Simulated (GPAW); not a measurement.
# In (P6_3/mmc) in GPAW: notebook

One crystal, In, is run at these levels: PBEsol; tasks: band structure.

Everything below comes from runs of GPAW 26.7.0. Logs are shortened: lines on timing, memory, paths and dates and some standing lists are left out, and cuts for length are marked. The log counts tension as positive stress, the text compression.

### 1 The crystal as given

It takes space group P6_3/mmc (No. 194, hexagonal). Conventional cell: a = 3.335 Å, b = 3.335 Å, c = 5.509 Å, α = 90.00°, β = 90.00°, γ = 120.00°. In (site symmetry -6m2) is surrounded by 12 In at 3.34 to 3.36 Å.

This isn't the form of In at room conditions, which is tetragonal.

### 2 Band structure, PBEsol

Contents of run.py:

```python
from ase import Atoms
from ase.dft.bandgap import bandgap
from ase.io import write
from ase.units import GPa
from gpaw import GPAW, PW, setup_paths

setup_paths.insert(0, '.')

atoms = Atoms(['In', 'In'],
              cell=[[3.335484782, 0.0, 0.0],
                    [-1.667742391, 2.8886145552, 0.0],
                    [0.0, 0.0, 5.50914292]],
              scaled_positions=[[0.6666666667, 0.3333333333, 0.75],
                                [0.3333333333, 0.6666666667, 0.25]],
              pbc=True)

calc = GPAW(mode=PW(600),
            xc='PBEsol',
            kpts={'size': (9, 9, 5), 'gamma': True},
            occupations={'name': 'fermi-dirac', 'width': 0.05},
            nbands=23,
            convergence={'density': 1e-05, 'energy': 1e-05},
            maxiter=150,
            txt='gpaw.txt')
atoms.calc = calc
energy = atoms.get_potential_energy()
forces = atoms.get_forces()
stress = atoms.get_stress()
calc.write('gs.gpw')
write('result.traj', atoms)
print(f'Energy: {energy:.6f} eV')
print('Forces (eV/A):')
print(forces.round(4))
print('Stress (GPa):', (stress / GPa).round(3))
print('Fermi level:', round(calc.get_fermi_level(), 4), 'eV')
print(f'Gap: {bandgap(calc)[0]:.4f} eV, direct: {bandgap(calc, direct=True)[0]:.4f} eV')

path = atoms.cell.bandpath('GMKGALHA,LM,KH', npoints=80, eps=1e-4)
bs_calc = calc.fixed_density(kpts=path, symmetry='off', nbands=36,
                             convergence={'bands': 'CBM+6.0', 'eigenstates': 1e-6}, txt='bands.txt')
bs = bs_calc.band_structure()
bs.write('bs.json')
print(f'Gap on the path: {bandgap(bs_calc)[0]:.4f} eV')
```

Potentials or basis: PAW data sets generated in the run's folder for this functional, pw.

Run with:

```sh
$ gpaw-setup -f PBEsol In
$ OMP_NUM_THREADS=1 python run.py
```

gpaw.txt:

```text
__  _  _
 | _ |_)|_||  |
 |__||  | ||/\| - 26.7.0

Input parameters:
  mode=PW(ecut=600.0),
  convergence={'density': 1e-05, 'energy': 1e-05},
  kpts=MonkhorstPack(size=(9, 9, 5), gamma=True),
  maxiter=150,
  nbands=23,
  occupations=Occupations(name='fermi-dirac', width=0.05),
  xc=XC(name='PBEsol')

Diagonalizing LCAO Hamiltonian
Converting LCAO to pw mode

           In

        In

Atoms  # Å, Bohr magnetons
|   | symbol |         x |        y |        z |    initial magnetic moments |
|---|--------|-----------|----------|----------|-----------------------------|
| 0 |     In |  1.667742 | 0.962872 | 4.131857 | ( 0.0000,  0.0000,  0.0000) |
| 1 |     In | -0.000000 | 1.925743 | 1.377286 | ( 0.0000,  0.0000,  0.0000) |

Unit cell  # Å
| periodic |         x |        y |        z |  lengths |     angles |
|----------|-----------|----------|----------|----------|------------|
|      yes |  3.335485 | 0.000000 | 0.000000 | 3.335485 |  90.000000 |
|      yes | -1.667742 | 2.888615 | 0.000000 | 3.335485 |  90.000000 |
|      yes |  0.000000 | 0.000000 | 5.509143 | 5.509143 | 120.000000 |

Number of symmetries: 12
Symmetry operations  # r_c * U_cc + t_c -> r_c
|    | kind |            matrix            |
|----|------|------------------------------|
|  0 |  σ   |  1, 1, 0,  0,-1, 0,  0, 0, 1 |
|  1 |  S6  |  1, 1, 0, -1, 0, 0,  0, 0,-1 |
|  2 |  E   |  1, 0, 0,  0, 1, 0,  0, 0, 1 |
|  3 |  C2  |  1, 0, 0, -1,-1, 0,  0, 0,-1 |
|  4 |  C2  |  0, 1, 0,  1, 0, 0,  0, 0,-1 |
|  5 |  C3  |  0, 1, 0, -1,-1, 0,  0, 0, 1 |
|  6 |  S6  |  0,-1, 0,  1, 1, 0,  0, 0,-1 |
|  7 |  σ   |  0,-1, 0, -1, 0, 0,  0, 0, 1 |
|  8 |  σ   | -1, 0, 0,  1, 1, 0,  0, 0, 1 |
|  9 |  i   | -1, 0, 0,  0,-1, 0,  0, 0,-1 |
| 10 |  C3  | -1,-1, 0,  1, 0, 0,  0, 0, 1 |
| 11 |  C2  | -1,-1, 0,  0, 1, 0,  0, 0,-1 |

BZ-sampling:
  Number of BZ points: 405
  Number of IBZ points: 50

  Monkhorst-Pack size: [9, 9, 5]
  Monkhorst-Pack shift: [0, 0, 0]

K-points  # in reciprocal-cell coordinates
|     |                                coordinates |     weight |
|-----|--------------------------------------------|------------|
|   0 | (  0.00000000,   0.00000000,   0.00000000) | 0.00246914 |
|   1 | (  0.00000000,   0.00000000,   0.20000000) | 0.00493827 |
|   2 | (  0.00000000,   0.00000000,   0.40000000) | 0.00493827 |
|   3 | (  0.11111111,   0.00000000,  -0.40000000) | 0.01481481 |
|   4 | (  0.11111111,   0.00000000,  -0.20000000) | 0.01481481 |
|   5 | (  0.11111111,   0.00000000,   0.00000000) | 0.01481481 |
|   6 | (  0.11111111,   0.00000000,   0.20000000) | 0.01481481 |
|   7 | (  0.11111111,   0.00000000,   0.40000000) | 0.01481481 |
|   8 | (  0.22222222,  -0.11111111,   0.00000000) | 0.01481481 |
|   9 | (  0.22222222,  -0.11111111,   0.20000000) | 0.02962963 |
| ... |                                            |            |
|  49 | (  0.44444444,   0.44444444,   0.40000000) | 0.02962963 |

Plane wave coefficients: 1789
Cutoff: 600.0 eV

Spin-components: 1 (collinear spins)
Bands:           23
Projectors:      12
Spin-degeneracy: 2
Datatype:        complex128

Parallelization:
  kpt:    1
  domain: 1
  band:   1

Density:
  Valence electrons: 26.0
  Components: 1
  Grid points: [20 20 32]
  Charge: 0.0  # |e|

Potential:
  Grid points: [20 20 32]

species:
  In:
    name:    Indium
    Z:       49.0
    valence: 13
    core:    36
    charge:  0.0  # [|e|]
    compensation charges:
      type: gauss
      rc: 0.36  # [Å]
      lmax: 2
    cutoffs:
      filter: 2.09  # [Å]
      core: 2.48  # [Å]
    projectors
    | kind |    occ | energy [eV] | rcut [Å] |
    |------|--------|-------------|----------|
    |   5s |  2.000 |      -8.248 |    1.185 |
    |   5p |  1.000 |      -2.521 |    1.244 |
    |   4d | 10.000 |     -18.596 |    1.148 |
    |    s |        |      18.964 |    1.185 |
    |    p |        |      24.691 |    1.244 |
    |    d |        |       8.615 |    1.148 |

    Using partial waves for In as LCAO basis

Reference energy: -319805.218446  # eV

eigensolver:
  PPCG
  Converge bands: occupied
  niter=2

density mixing:
  MSR1-Mixer
  Pratt-step length: 0.05
  Maximum mixing coefficient: 0.75
  Old densities: 10
  SVD Regularization: 0.005
  Good broyden scale: 1.0
  Trust region scale: 1.0
  Backstep threshold: 4.0
  History deletion threshold: 6.0
  Fourier metric: weight=20.0, sigma=0.015

occupation numbers:
  Fermi-Dirac:
    width: 0.0500  # eV

poisson solver:
  ecut: 4800.0  # eV

xc functional:
  name: PBEsol with 2 nearest neighbor stencil

convergence criteria:
- Maximum integral of absolute [dens]ity change: 1e-05 electrons / valence electron
- Maximum [total energy] change in last 3 cyles: 1e-05 eV / valence electron
- Maximum integral of absolute [eigenst]ate change: 4e-08 eV^2 / valence electron
maximum number of iterations: 150

SCF iterations
|iter     | |      energy | eigst |  dens |
|---------|-|-------------|-------|-------|
|iter:   1| |   -6.428634 | -0.40 |       |
|iter:   2| |   -6.420847 | -2.34 | -1.57 |
|iter:   3| |   -6.360280 | -2.57 | -1.60 |
|iter:   4| |   -6.358032 | -3.53 | -2.06 |
|iter:   5| |   -6.358181 | -4.47 | -2.69 |
|iter:   6| |   -6.358196c| -6.10 | -3.60 |
|iter:   7| |   -6.358198c| -7.03 | -4.16 |
|iter:   8| |   -6.358198c| -7.55c| -4.65 |
|iter:   9| |   -6.358198c| -8.02c| -5.49c|

Converged in 9 steps
Energy contributions relative to reference atoms: (reference = -319805.218446)

Energy contributions:
  Kinetic:          20.177155
  Coulomb:         -18.602813
  Zero:              0.316474
  External:          0.000000
  Xc:               -8.242191
  Entropy:          -0.013647
  Spinorbit:         0.000000
  ----------------------------
  Free energy:      -6.365022
  Extrapolated:     -6.358198

dipole moment: (-0.000000, -0.000000, -0.000001)  # |e|*Ang

Fermi level: 6.694
Eigenvalues  # (at kpt = [0.000, 0.000, 0.000])
| band index |      eig [eV] | occ [0-2] |
|------------|---------------|-----------|
|          0 |        -7.856 |     2.000 |
|        ... |               |           |
|          5 |        -7.742 |     2.000 |
|          6 |        -7.668 |     2.000 |
|          7 |        -7.668 |     2.000 |
|          8 |        -7.485 |     2.000 |
|          9 |        -7.485 |     2.000 |
|         10 |        -2.804 |     2.000 |
|         11 |         2.219 |     2.000 |
|         12 |         3.274 |     2.000 |
|         13 |        14.994 |     0.000 |
|         14 |        14.994 |     0.000 |
|         15 |        16.806 |     0.000 |
|         16 |        16.806 |     0.000 |
|         17 |        16.909 |     0.000 |
|         18 |        17.587 |     0.000 |
|         19 |        18.064 |     0.000 |
|         20 |        20.465 |     0.000 |
|        ... |               |           |
|         22 |        20.950 |     0.000 |

No gap
No difference between direct/indirect transitions

Forces  # eV/Ang
|        x |       y |        z |
|----------|---------|----------|
| -0.00000 | 0.00000 |  0.00005 |  # In   0
|  0.00000 | 0.00000 | -0.00005 |  # In   1

Stress tensor  # eV/Ang^3
|         x |         y |        z |
|-----------|-----------|----------|
|  0.010142 | -0.000000 | 0.000000 |
| -0.000000 |  0.010142 | 0.000000 |
|  0.000000 |  0.000000 | 0.011867 |

# Writing to gs.gpw (mode='')
```

Run time: 59 s. Hardware: 1 thread of Arm Neoverse V2, shared host; peak memory 0.31 GiB.

Results:

```yaml
Free_energy: -6.3650 eV
Pressure: -1.7 GPa
Band_gap_along_the_path: none (metal or under the smearing width)
```

Levels at the corners of the path, in eV from the Fermi level:
```
point  band 11  band 12  band 13  band 14  band 15  band 16
    Γ    -9.50    -4.48    -3.42     8.30     8.30    10.11
    M    -4.85    -4.16     0.04     0.26     0.85     2.88
    K    -3.36    -3.36    -1.83     1.82     1.82     2.19
    Γ    -9.50    -4.48    -3.42     8.30     8.30    10.11
    A    -8.15    -8.15     2.85     2.85     9.30     9.30
    L    -3.59    -3.59    -2.68    -2.68     5.53     5.53
    H    -2.46    -2.46    -1.37    -1.37    -0.44    -0.44
    A    -8.15    -8.15     2.85     2.85     9.30     9.30
    L    -3.59    -3.59    -2.68    -2.68     5.53     5.53
    M    -4.85    -4.16     0.04     0.26     0.85     2.88
    K    -3.36    -3.36    -1.83     1.82     1.82     2.19
    H    -2.46    -2.46    -1.37    -1.37    -0.44    -0.44
```

Caveat: spin-orbit coupling is left out, which moves the levels of the heavy elements.

### 3 Band structure, PBEsol, spin-orbit coupling, no magnetisation

Edit run.py of step 2 so:

```diff
@@ -1 +1,2 @@
+import numpy as np
 from ase import Atoms
@@ -5,2 +6,3 @@
 from gpaw import GPAW, PW, setup_paths
+from gpaw.spinorbit import soc_eigenstates
 
@@ -43 +45,7 @@
 print(f'Gap on the path: {bandgap(bs_calc)[0]:.4f} eV')
+
+soc = soc_eigenstates(bs_calc, theta=0, phi=0)
+np.savetxt('soc_bands.dat', soc.eigenvalues(), fmt='%.4f')
+mesh = soc_eigenstates('gs.gpw', theta=0, phi=0)
+np.savetxt('soc_mesh.dat', mesh.eigenvalues(), fmt='%.4f')
+print('Fermi level with spin-orbit coupling:', round(mesh.fermi_level, 4), 'eV')
```

Potentials or basis: PAW data sets generated in the run's folder for this functional, pw.

Run with:

```sh
$ gpaw-setup -f PBEsol In
$ OMP_NUM_THREADS=1 python run.py
```

gpaw.txt:

```text
__  _  _
 | _ |_)|_||  |
 |__||  | ||/\| - 26.7.0

Input parameters:
  mode=PW(ecut=600.0),
  convergence={'density': 1e-05, 'energy': 1e-05},
  kpts=MonkhorstPack(size=(9, 9, 5), gamma=True),
  maxiter=150,
  nbands=23,
  occupations=Occupations(name='fermi-dirac', width=0.05),
  xc=XC(name='PBEsol')

Diagonalizing LCAO Hamiltonian
Converting LCAO to pw mode

           In

        In

Atoms  # Å, Bohr magnetons
|   | symbol |         x |        y |        z |    initial magnetic moments |
|---|--------|-----------|----------|----------|-----------------------------|
| 0 |     In |  1.667742 | 0.962872 | 4.131857 | ( 0.0000,  0.0000,  0.0000) |
| 1 |     In | -0.000000 | 1.925743 | 1.377286 | ( 0.0000,  0.0000,  0.0000) |

Unit cell  # Å
| periodic |         x |        y |        z |  lengths |     angles |
|----------|-----------|----------|----------|----------|------------|
|      yes |  3.335485 | 0.000000 | 0.000000 | 3.335485 |  90.000000 |
|      yes | -1.667742 | 2.888615 | 0.000000 | 3.335485 |  90.000000 |
|      yes |  0.000000 | 0.000000 | 5.509143 | 5.509143 | 120.000000 |

Number of symmetries: 12
Symmetry operations  # r_c * U_cc + t_c -> r_c
|    | kind |            matrix            |
|----|------|------------------------------|
|  0 |  σ   |  1, 1, 0,  0,-1, 0,  0, 0, 1 |
|  1 |  S6  |  1, 1, 0, -1, 0, 0,  0, 0,-1 |
|  2 |  E   |  1, 0, 0,  0, 1, 0,  0, 0, 1 |
|  3 |  C2  |  1, 0, 0, -1,-1, 0,  0, 0,-1 |
|  4 |  C2  |  0, 1, 0,  1, 0, 0,  0, 0,-1 |
|  5 |  C3  |  0, 1, 0, -1,-1, 0,  0, 0, 1 |
|  6 |  S6  |  0,-1, 0,  1, 1, 0,  0, 0,-1 |
|  7 |  σ   |  0,-1, 0, -1, 0, 0,  0, 0, 1 |
|  8 |  σ   | -1, 0, 0,  1, 1, 0,  0, 0, 1 |
|  9 |  i   | -1, 0, 0,  0,-1, 0,  0, 0,-1 |
| 10 |  C3  | -1,-1, 0,  1, 0, 0,  0, 0, 1 |
| 11 |  C2  | -1,-1, 0,  0, 1, 0,  0, 0,-1 |

BZ-sampling:
  Number of BZ points: 405
  Number of IBZ points: 50

  Monkhorst-Pack size: [9, 9, 5]
  Monkhorst-Pack shift: [0, 0, 0]

K-points  # in reciprocal-cell coordinates
|     |                                coordinates |     weight |
|-----|--------------------------------------------|------------|
|   0 | (  0.00000000,   0.00000000,   0.00000000) | 0.00246914 |
|   1 | (  0.00000000,   0.00000000,   0.20000000) | 0.00493827 |
|   2 | (  0.00000000,   0.00000000,   0.40000000) | 0.00493827 |
|   3 | (  0.11111111,   0.00000000,  -0.40000000) | 0.01481481 |
|   4 | (  0.11111111,   0.00000000,  -0.20000000) | 0.01481481 |
|   5 | (  0.11111111,   0.00000000,   0.00000000) | 0.01481481 |
|   6 | (  0.11111111,   0.00000000,   0.20000000) | 0.01481481 |
|   7 | (  0.11111111,   0.00000000,   0.40000000) | 0.01481481 |
|   8 | (  0.22222222,  -0.11111111,   0.00000000) | 0.01481481 |
|   9 | (  0.22222222,  -0.11111111,   0.20000000) | 0.02962963 |
| ... |                                            |            |
|  49 | (  0.44444444,   0.44444444,   0.40000000) | 0.02962963 |

Plane wave coefficients: 1789
Cutoff: 600.0 eV

Spin-components: 1 (collinear spins)
Bands:           23
Projectors:      12
Spin-degeneracy: 2
Datatype:        complex128

Parallelization:
  kpt:    1
  domain: 1
  band:   1

Density:
  Valence electrons: 26.0
  Components: 1
  Grid points: [20 20 32]
  Charge: 0.0  # |e|

Potential:
  Grid points: [20 20 32]

species:
  In:
    name:    Indium
    Z:       49.0
    valence: 13
    core:    36
    charge:  0.0  # [|e|]
    compensation charges:
      type: gauss
      rc: 0.36  # [Å]
      lmax: 2
    cutoffs:
      filter: 2.09  # [Å]
      core: 2.48  # [Å]
    projectors
    | kind |    occ | energy [eV] | rcut [Å] |
    |------|--------|-------------|----------|
    |   5s |  2.000 |      -8.248 |    1.185 |
    |   5p |  1.000 |      -2.521 |    1.244 |
    |   4d | 10.000 |     -18.596 |    1.148 |
    |    s |        |      18.964 |    1.185 |
    |    p |        |      24.691 |    1.244 |
    |    d |        |       8.615 |    1.148 |

    Using partial waves for In as LCAO basis

Reference energy: -319805.218446  # eV

eigensolver:
  PPCG
  Converge bands: occupied
  niter=2

density mixing:
  MSR1-Mixer
  Pratt-step length: 0.05
  Maximum mixing coefficient: 0.75
  Old densities: 10
  SVD Regularization: 0.005
  Good broyden scale: 1.0
  Trust region scale: 1.0
  Backstep threshold: 4.0
  History deletion threshold: 6.0
  Fourier metric: weight=20.0, sigma=0.015

occupation numbers:
  Fermi-Dirac:
    width: 0.0500  # eV

poisson solver:
  ecut: 4800.0  # eV

xc functional:
  name: PBEsol with 2 nearest neighbor stencil

convergence criteria:
[... 6 lines left out ...]
|iter     | |      energy | eigst |  dens |
|---------|-|-------------|-------|-------|
|iter:   1| |   -6.428634 | -0.40 |       |
|iter:   2| |   -6.420847 | -2.34 | -1.57 |
|iter:   3| |   -6.360280 | -2.57 | -1.60 |
|iter:   4| |   -6.358032 | -3.53 | -2.06 |
|iter:   5| |   -6.358181 | -4.47 | -2.69 |
|iter:   6| |   -6.358196c| -6.10 | -3.60 |
|iter:   7| |   -6.358198c| -7.03 | -4.16 |
|iter:   8| |   -6.358198c| -7.55c| -4.65 |
|iter:   9| |   -6.358198c| -8.02c| -5.49c|

Converged in 9 steps
Energy contributions relative to reference atoms: (reference = -319805.218446)

Energy contributions:
  Kinetic:          20.177155
  Coulomb:         -18.602813
  Zero:              0.316474
  External:          0.000000
  Xc:               -8.242191
  Entropy:          -0.013647
  Spinorbit:         0.000000
  ----------------------------
  Free energy:      -6.365022
  Extrapolated:     -6.358198

dipole moment: (-0.000000, -0.000000, -0.000001)  # |e|*Ang

Fermi level: 6.694
Eigenvalues  # (at kpt = [0.000, 0.000, 0.000])
| band index |      eig [eV] | occ [0-2] |
|------------|---------------|-----------|
|          0 |        -7.856 |     2.000 |
|        ... |               |           |
|          5 |        -7.742 |     2.000 |
|          6 |        -7.668 |     2.000 |
|          7 |        -7.668 |     2.000 |
|          8 |        -7.485 |     2.000 |
|          9 |        -7.485 |     2.000 |
|         10 |        -2.804 |     2.000 |
[... 8 lines left out ...]
|         19 |        18.064 |     0.000 |
|         20 |        20.465 |     0.000 |
|        ... |               |           |
|         22 |        20.950 |     0.000 |

No gap
No difference between direct/indirect transitions

Forces  # eV/Ang
|        x |       y |        z |
|----------|---------|----------|
| -0.00000 | 0.00000 |  0.00005 |  # In   0
|  0.00000 | 0.00000 | -0.00005 |  # In   1

Stress tensor  # eV/Ang^3
|         x |         y |        z |
|-----------|-----------|----------|
|  0.010142 | -0.000000 | 0.000000 |
| -0.000000 |  0.010142 | 0.000000 |
|  0.000000 |  0.000000 | 0.011867 |

# Writing to gs.gpw (mode='')
```

stdout:

```text
Energy: -6.358198 eV
Forces (eV/A):
[[-0.  0.  0.]
 [ 0.  0. -0.]]
Stress (GPa): [ 1.625  1.625  1.901  0.     0.    -0.   ]
Fermi level: 6.6941 eV
Gap: 0.0000 eV, direct: 0.0000 eV
Gap on the path: 0.0000 eV
Fermi level with spin-orbit coupling: 6.686 eV
```

Wall time 59 s (1 thread of Arm Neoverse V2, shared host); peak memory 0.37 GiB.

Results:

| Quantity | Value |
| --- | --- |
| Free energy | -6.3650 eV |
| Pressure | -1.7 GPa |
| Band gap along the path | none (metal or under the smearing width) |

Levels at the corners of the path, in eV from the Fermi level:
```tsv
point	band 23	band 24	band 25	band 26	band 27	band 28	band 29	band 30
Γ	-4.47	-4.47	-3.42	-3.42	8.02	8.02	8.59	8.59
M	-4.15	-4.15	0.05	0.05	0.22	0.22	0.89	0.89
K	-3.32	-3.32	-1.83	-1.83	1.67	1.67	1.94	1.94
Γ	-4.47	-4.47	-3.42	-3.42	8.02	8.02	8.59	8.59
A	-8.14	-8.14	2.85	2.85	2.85	2.85	8.98	8.98
L	-3.59	-3.59	-2.68	-2.68	-2.68	-2.68	5.45	5.45
H	-2.44	-2.44	-1.47	-1.47	-1.29	-1.29	-0.54	-0.54
A	-8.14	-8.14	2.85	2.85	2.85	2.85	8.98	8.98
L	-3.59	-3.59	-2.68	-2.68	-2.68	-2.68	5.45	5.45
M	-4.15	-4.15	0.05	0.05	0.22	0.22	0.89	0.89
K	-3.32	-3.32	-1.83	-1.83	1.67	1.67	1.94	1.94
H	-2.44	-2.44	-1.47	-1.47	-1.29	-1.29	-0.54	-0.54
```

Caveat: spin-orbit coupling was added after a scalar SCF, so levels and gaps hold it while energy, forces, pressure and moments don't; this program's spin-orbit splittings come out too wide for heavy elements.
